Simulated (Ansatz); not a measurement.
From input file to script: CaSe, space group F-43m in Ansatz 0.2.0.

```yaml
crystal:
  lattice:
    - [0.0, 3.3, 3.3]
    - [3.3, 0.0, 3.3]
    - [3.3, 3.3, 0.0]
  atoms:
    - { symbol: Ca, position: [0.0, 0.0, 0.0] }
    - { symbol: Se, position: [0.75, 0.75, 0.75] }
kpoints:
  mp_grid: { grid: [5, 5, 5] }
hamiltonian:
  xc: pbesol
scf:
  occupations: { method: fixed }
output:
  bader: true
  dos: { de: 0.1, projected: true }
```

Launched from the shell:
```console
$ ansatz run input.yaml --threads 1 --pin off --max-ram 3072MiB --backend cpu --events-out ev --progress --plain --runs-dir out
Engine: ansatz 0.2.0, aarch64-unknown-linux-gnu
Pseudopotentials: kind: paw
Pseudopotential: Ca, paw, valence charge 10, recommended cutoff 420 eV (normal), Ca.paw.azcp
Pseudopotential: Se, paw, valence charge 16, recommended cutoff 420 eV (normal), Se.paw.azcp
Functional definition: PBEsol
  exchange = pbesol_x
  correlation = pbesol_c
Crystal: 2 atoms, lattice volume = 71.874 Å³
Basis set: ecut = 420 eV, 1411 PW (Γ)
Bands: 17, of which v1, the nominal top of the filled ones, is band 13 counted from 1 (12 counted from 0)
Symmetry: 24 space group operations
Space group: F-43m (ITA 216), of the structure as read, at distance tolerance 4.2e-5 Å
k-points: 10 of 125 (time reversal used)
Non-local potential: Ca, projectors of the file, l = 0: 3, l = 1: 2, l = 2: 2
Non-local potential: Se, projectors of the file, l = 0: 2, l = 1: 2, l = 2: 3, l = 3: 1
PAW form: soft (Blöchl's): semilocal exchange-correlation on the pseudo side does not see the compensation charge
PAW frozen core: Ca, regenerated for the run's functional, and the local potential with it (the file was generated under x = pbe(κ = 0.804, μ = 0.2195149727645171), c = pbe(β = 0.06672455060314922))
PAW frozen core: Se, regenerated for the run's functional, and the local potential with it (the file was generated under x = pbe(κ = 0.804, μ = 0.2195149727645171), c = pbe(β = 0.06672455060314922))
PAW one-centre angular grid: Ca, 110 points (default); XC on 64 Gauss nodes
PAW one-centre angular grid: Se, 590 points (default); XC on 64 Gauss nodes
Initial density: superposition of atomic densities (neutral atoms: chi_scale 0, normalization atom), corrected by the library's trained network
Initial wavefunctions: pseudopotential atomic-orbital guess
Functional: x = pbesol(κ = 0.804, μ = 0.12345679012345678), c = pbesol(β = 0.046)
SCF iter   1: F=—  HF=-7221.377998 eV  |F-HF|=—  |Δ(HF+E_count)|=         —  Δρ=2.29e-3  dr2=6.35e-3  ethr=1.77e-3  ⟨swp⟩=4.1  Hψ=823  notcnv=0  defer=10
preconditioner: auto → none  [insulator: Δε(μ)=3.000 eV  Ē_g=8.120 eV  n_scr=14 (ndim 8)  ℏωp=12.4 eV  f_vac=0.191  ε∞_Penn≈3.3]
SCF iter   2: F=—  HF=-7221.376579 eV  |F-HF|=—  |Δ(HF+E_count)|=   1.42e-3  Δρ=7.86e-4  dr2=3.32e-4  ethr=2.44e-5  ⟨swp⟩=3.1  Hψ=353  notcnv=0  defer=18
SCF iter   3: F=—  HF=-7221.376719 eV  |F-HF|=—  |Δ(HF+E_count)|=   1.40e-4  Δρ=2.97e-4  dr2=5.71e-5  ethr=1.28e-6  ⟨swp⟩=2.0  Hψ=222  notcnv=0  defer=17
SCF iter   4: F=—  HF=-7221.376756 eV  |F-HF|=—  |Δ(HF+E_count)|=   3.75e-5  Δρ=9.02e-5  dr2=8.63e-6  ethr=2.19e-7  ⟨swp⟩=2.0  Hψ=226  notcnv=0  defer=8
iter 5 did not close the SCF: its close was put off for the readings that it lacked (scf_convergence_deferred on its scf_iter line)
SCF iter   5: F=-7221.376754 eV  HF=-7221.376754 eV  |F-HF|=6.97e-8  |Δ(HF+E_count)|=   2.63e-6  Δρ=1.23e-5  dr2=5.83e-8  ethr=3.32e-8  ⟨swp⟩=2.9  Hψ=294  notcnv=0  defer=7
SCF iter   6: F=-7221.376754 eV  HF=-7221.376754 eV  |F-HF|=1.01e-9  |Δ(HF+E_count)|=   8.71e-8  Δρ=1.58e-6  dr2=2.62e-9  ethr=2.24e-10  ⟨swp⟩=4.4  Hψ=846  notcnv=0
SCF 1 converged in 6 iterations: F = -7221.376754 eV  dr2 = 2.62e-9
  greatest PAW one-centre occupation: 1.000 electrons in one spin orbital (limit 2), on the Se atom at site 1 (counted from 0), in its partial waves of l = 2
SCF converged after 6 iterations
Free energy (F): -7221.376754 eV
Harris-Foulkes:  -7221.376754 eV  (|F-HF|=1.01e-9)
Internal energy: -7221.376754 eV  (E = F + TS)
E sigma→0 (E₀):  -7221.376754 eV
Fermi energy:    2.846948 eV
--- Per-component energies (eV) ---
  E_band       = -595.057283
  E_kinetic    = 396.672956
  E_local      = -3824.306962  (includes V_loc(G=0)·N_el)
  E_nonlocal   = -529.044695
  E_hartree    = 1738.136840
  E_xc         = -239.413009
  E_vxc        = -268.715157  (∫ρ·V_xc dr)
  E_paw        = -2704.056997  (= ΣΔE_a)
  E_vpaw       = 154.061446  (= ΣTr[D̂ρ^β])
  E_aug_tail   = -0.000598  (compensation charges beyond the density's cutoff)
  E_ewald      = -2060.491535
  E_core_change = 1.127245  (= ΣΔE_core)
  E_smearing   = -0.000000  (= −TS)
  E_closure    = -0.000000  (closes the sum)
  Σ components = -7221.376754   (vs F -7221.376754, Δ=0.00e0)
--- Band table (eV; the first three rows and the last of 10) ---
  k-point 0: bands = ["-41.9762", "-41.9762", "-41.9762", "-41.9732", "-41.9732", "-36.0993", "-17.1909", "-17.1909", "-17.1909", "-7.4732", "2.7665", "2.7665", "2.7665", "5.8544", "8.1710", "8.1710", "10.1480"]
  k-point 1: bands = ["-41.9762", "-41.9762", "-41.9762", "-41.9732", "-41.9732", "-36.0987", "-17.2056", "-17.1927", "-17.1927", "-7.3886", "2.2298", "2.7962", "2.7962", "6.8773", "8.0311", "8.0311", "9.5163"]
  k-point 2: bands = ["-41.9762", "-41.9762", "-41.9762", "-41.9732", "-41.9732", "-36.0977", "-17.2291", "-17.1957", "-17.1957", "-7.2498", "1.6981", "2.8347", "2.8347", "7.8150", "8.1632", "8.1632", "8.6209"]
  k-point 9: bands = ["-41.9763", "-41.9761", "-41.9761", "-41.9732", "-41.9732", "-36.0971", "-17.2292", "-17.2077", "-17.2014", "-7.1666", "1.9399", "2.3715", "2.7850", "6.7238", "7.7834", "8.5696", "9.1684"]
--- Bader charges: 2 sites ---
  site symbol  charge [e]  shift [e]
     0     Ca      1.4458     0.0002
     1     Se     -1.4458     0.0002
  estimated error of the sums over rays = 3.6e-4 e
```

Typed at the interpreter:
```pycon
>>> from collections import defaultdict
>>> import ansatz as az
>>> from ase import Atoms
>>> import numpy as np
>>> atoms = Atoms(
...     ["Ca", "Se"],
...     scaled_positions=[
...         (0.0, 0.0, 0.0),
...         (0.75, 0.75, 0.75),
...     ],
...     cell=[
...         (0.0, 3.3, 3.3),
...         (3.3, 0.0, 3.3),
...         (3.3, 3.3, 0.0),
...     ],
...     pbc=True,
... )
>>> crystal = az.Crystal.from_ase(atoms)
>>> calc = (
...     crystal.calculation()
...     .kpoints(5)
...     .functional("pbesol")
...     .occupations("fixed")
...     .bader_charges()
...     .density_of_states(energy_step=0.1, projected=True)
... )
>>> res = calc.run()
DeckWarning: basis.ecutwfc = 420 eV, auto-derived from the records' recommended cutoffs: set by Ca (normal level)
>>> rep = res.report
>>> rep["n_iterations"], rep["closed_by"]
(6, 'deck_thresholds')
>>> rep["n_electrons"]
26.0
>>> energy = rep["free_energy_ev"]
>>> print("CaSe: {:.6f} eV = {:.6f} Ry = {:.6f} Ha".format(energy, energy / 13.605693, energy / 27.211386))
CaSe: -7221.376754 eV = -530.761407 Ry = -265.380703 Ha
>>> print("Fermi level {:.4f} eV, {} k-points, {} symmetry operations".format(rep["fermi_energy_ev"], rep["n_kpoints"], rep["n_symmetry_ops"]))
Fermi level 2.8469 eV, 10 k-points, 24 symmetry operations
>>> charges = res.bader_charges()
>>> for atom in charges.atoms:
...     print(f"Bader charge {atom.symbol:2s} {atom.partial_charge_e:+.3f} e")
...
Bader charge Ca +1.446 e
Bader charge Se -1.446 e
>>> dos = res.density_of_states()
>>> energy = np.asarray(dos.energies_ev) - dos.fermi_ev
>>> projected = res.projected_density_of_states()
>>> by_shell = defaultdict(float)
>>> for site in projected.sites:
...     for shell in site.shells:
...         for part in shell.curves:
...             by_shell[f"{site.species} {'spdf'[shell.l]}"] += np.sum(part.g_bin_mean_per_ev, axis=0)
...
>>> print("E - E_F  " + " ".join(f"{name:>7s}" for name in by_shell))
E - E_F     Ca s    Ca p    Se s    Se p    Se d
>>> for e in np.arange(-8, 8 + 0.1, 1.0):
...     print(f"{e:7.1f}  " + " ".join(f"{np.interp(e, energy, curve):7.3f}" for curve in by_shell.values()))
...
   -8.0    0.000   0.000   0.000   0.000   0.000
   -7.0    0.000   0.000   0.000   0.000   0.000
   -6.0    0.000   0.000   0.000   0.000   0.000
   -5.0    0.000   0.000   0.000   0.000   0.000
   -4.0    0.000   0.000   0.000   0.000   0.000
   -3.0    0.000   0.000   0.000   0.000   0.000
   -2.0    0.000   0.000   0.000   0.000   0.000
   -1.0    1.192   0.034   0.058   6.979   0.000
    0.0    0.001   0.105   0.000  15.270   0.000
    1.0    0.000   0.000   0.000   0.000   0.000
    2.0    0.000   0.000   0.000   0.000   0.000
    3.0    0.000   0.000   0.000   0.000   0.000
    4.0    0.178   0.001   0.028   0.051   0.000
    5.0    0.252   0.001   0.031   0.099   0.000
    6.0    0.133   0.000   0.019   0.014   0.000
    7.0    0.001   0.000   0.000   0.005   0.000
    8.0    0.000   0.000   0.000   0.000   0.000
```

Caveats:
- Total energies depend on the potentials; only differences at equal settings carry meaning. A total without «per atom» is that of the cell as typed.
- Along an axis with an odd division the mesh misses the point at one half; a gap read on a finite mesh is an upper bound on this functional's gap.
- Semilocal gaps usually lie well under measured ones.
- The Fermi level of a run with fixed occupations marks the highest occupied state on its mesh, not mid-gap.
- The zero of the levels is a convention of the potentials, so an absolute Fermi energy is no work function.
- Projections exist only for the shells that the potentials hold, some of them semicore, and samples at single energies can miss narrow peaks.
- The empty d shell of the heavier alkali and alkaline-earth atoms, which makes much of a conduction band, may have no channel.
- The crystal has a gap of about 3.01 eV on the mesh; bins of finite width blur the band edges.
- This cell is a computed structure, which may not be the phase found in nature.
- Warnings are shown shortened and without file and line.
- The computed bands are complete only to about 5.8 eV above the Fermi level; beyond that the density of states is undercounted.
- Wall time of the script: 9.9 s on 1 thread of Arm Neoverse V2, on a shared host, peak memory 0.36 GiB.

(Lines on the test bed's own set-up are left out of the output.)
